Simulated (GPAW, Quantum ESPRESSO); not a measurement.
Consider BN (P6_3/mmc).

```cif
data_structure
_symmetry_space_group_name_H-M 'P 1'
_symmetry_Int_Tables_number 1
_cell_length_a 2.4982
_cell_length_b 2.4982
_cell_length_c 6.6357
_cell_angle_alpha 90.000
_cell_angle_beta 90.000
_cell_angle_gamma 120.000
_cell_volume 35.87
loop_
_atom_site_label
_atom_site_type_symbol
_atom_site_fract_x
_atom_site_fract_y
_atom_site_fract_z
_atom_site_occupancy
N1 N 0.66667 0.33333 0.25000 1
N2 N 0.33333 0.66667 0.75000 1
B3 B 0.66667 0.33333 0.75000 1
B4 B 0.33333 0.66667 0.25000 1
```

Absorber: atom 1, with 3 B at 1.44 Å (trigonal planar, site symmetry -6m2). Method: Quantum ESPRESSO XSpectra, LDA, full core hole (charged cell), 16-atom cell with 5.0 Å between holes, 5×5×4 k points, dipole transitions, Lorentzian half width 0.3 eV up to 4 eV, rising linearly to 2.5 eV at 25 eV (counted from xe0, 1.4 eV below the zero used here).

The database entry behind the starting cell differs from later determinations by our own check (about 0.3 % short, minor phase), so it need not match the best structure at ambient conditions.

Question: Where do the maxima of the N K edge fall?

Main maxima up to 24 eV above the zero (height): 0.5 eV (0.74), 1.7 eV (0.97), 2.8 eV (0.62), 6.8 eV (1.90) and 14.0 eV (1.14). A K edge sees empty p states; at this planar three-fold site the curve for the electric vector normal to the plane peaks at 1.7 eV, where it is mainly π* that absorbs: that direction carries over 70 % of the weight there. The total-energy difference plus the lowest empty eigenvalue puts the zero at 403.10 eV. One term is added: -7.76 eV, since the hole is spin-paired here and a spin-polarised one costs that much less in the free atom (computed apart). The photon energy is then 395.34 eV. The functional and the charged cell's background leave an error in such absolute values: in the free atom LDA prices this hole 3.5 eV below PBE (computed apart), and PBE is itself good to a few eV.

The N K spectrum (energy from the lowest empty level; intensity scaled to a mean of 1 over the first 20 eV; the points at xe0, where the cut of filled states can leave a spike, are interpolated; polarised curves are means over the symmetry-equivalent atoms):

| E (eV) | isotropic | ε ⊥ c | ε ∥ c |
| --- | --- | --- | --- |
| -2.0 | 0.04 | 0.02 | 0.08 |
| -1.5 | 0.06 | 0.02 | 0.12 |
| -1.0 | 0.08 | 0.03 | 0.19 |
| -0.5 | 0.15 | 0.03 | 0.39 |
| 0.0 | 0.44 | 0.04 | 1.23 |
| 0.5 | 0.74 | 0.04 | 2.13 |
| 1.0 | 0.70 | 0.06 | 1.99 |
| 1.5 | 0.92 | 0.08 | 2.61 |
| 2.0 | 0.74 | 0.12 | 1.96 |
| 2.5 | 0.58 | 0.19 | 1.36 |
| 3.0 | 0.57 | 0.28 | 1.14 |
| 3.5 | 0.60 | 0.41 | 0.98 |
| 4.0 | 0.74 | 0.60 | 1.02 |
| 4.5 | 0.90 | 0.90 | 0.91 |
| 5.0 | 1.21 | 1.30 | 1.02 |
| 5.5 | 1.47 | 1.77 | 0.87 |
| 6.0 | 1.68 | 2.22 | 0.59 |
| 6.5 | 1.87 | 2.58 | 0.45 |
| 7.0 | 1.88 | 2.58 | 0.47 |
| 7.5 | 1.76 | 2.38 | 0.53 |
| 8.0 | 1.62 | 2.16 | 0.54 |
| 8.5 | 1.45 | 1.94 | 0.49 |
| 9.0 | 1.30 | 1.72 | 0.44 |
| 9.5 | 1.14 | 1.51 | 0.41 |
| 10.0 | 1.02 | 1.35 | 0.38 |
| 10.5 | 0.96 | 1.27 | 0.35 |
| 11.0 | 0.95 | 1.26 | 0.33 |
| 11.5 | 0.97 | 1.30 | 0.31 |
| 12.0 | 0.99 | 1.34 | 0.30 |
| 12.5 | 1.02 | 1.37 | 0.31 |
| 13.0 | 1.07 | 1.43 | 0.34 |
| 13.5 | 1.12 | 1.48 | 0.39 |
| 14.0 | 1.14 | 1.48 | 0.45 |
| 14.5 | 1.10 | 1.39 | 0.51 |
| 15.0 | 1.02 | 1.24 | 0.57 |
| 15.5 | 0.92 | 1.08 | 0.61 |
| 16.0 | 0.83 | 0.92 | 0.64 |
| 16.5 | 0.75 | 0.79 | 0.67 |
| 17.0 | 0.69 | 0.69 | 0.70 |
| 17.5 | 0.65 | 0.61 | 0.73 |
| 18.0 | 0.62 | 0.56 | 0.75 |
| 18.5 | 0.60 | 0.53 | 0.75 |
| 19.0 | 0.58 | 0.51 | 0.72 |
| 19.5 | 0.55 | 0.49 | 0.67 |
| 20.0 | 0.53 | 0.49 | 0.61 |
| 20.5 | 0.51 | 0.48 | 0.56 |
| 21.0 | 0.49 | 0.48 | 0.51 |
| 21.5 | 0.47 | 0.46 | 0.47 |
| 22.0 | 0.45 | 0.45 | 0.45 |
| 22.5 | 0.43 | 0.43 | 0.43 |
| 23.0 | 0.41 | 0.40 | 0.42 |
| 23.5 | 0.39 | 0.39 | 0.41 |
| 24.0 | 0.39 | 0.37 | 0.41 |
| 24.5 | 0.38 | 0.36 | 0.42 |
| 25.0 | 0.38 | 0.35 | 0.44 |
| 25.5 | 0.38 | 0.33 | 0.46 |
| 26.0 | 0.38 | 0.32 | 0.49 |
| 26.5 | 0.38 | 0.31 | 0.51 |
| 27.0 | 0.38 | 0.30 | 0.54 |
| 27.5 | 0.38 | 0.29 | 0.56 |
| 28.0 | 0.38 | 0.28 | 0.58 |
| 28.5 | 0.38 | 0.28 | 0.60 |
| 29.0 | 0.39 | 0.28 | 0.60 |
| 29.5 | 0.39 | 0.28 | 0.60 |
| 30.0 | 0.39 | 0.29 | 0.59 |
| 30.5 | 0.39 | 0.29 | 0.57 |
| 31.0 | 0.38 | 0.31 | 0.54 |
| 31.5 | 0.38 | 0.32 | 0.51 |
| 32.0 | 0.38 | 0.34 | 0.48 |

The holes are only 5.0 Å apart, so the shape is probably not converged with cell size; no larger cell was run here. The structure is a published determination, not relaxed.

[Banner, clock and machine lines of the logs are left out without a mark of their own.]

[Logs are printed without paths, hosts, clocks, repeated set-up lines and the standing remarks that a program may print on its own settings, such as how far it seeks lower states.]

[Hosts, paths, dates, database ids (printed as entryN), source tags and the programs' standing remarks are cut or masked in the printed files.]

[Lists of maxima count a maximum above −3 eV only where it reaches 4 % of the highest in the window and stands out from its surroundings by 2 % of it (1.5 % where it reaches 55 %); shoulders and weaker maxima are passed over, and of the rest the first, up to two pre-edge ones and the few strongest are named.]
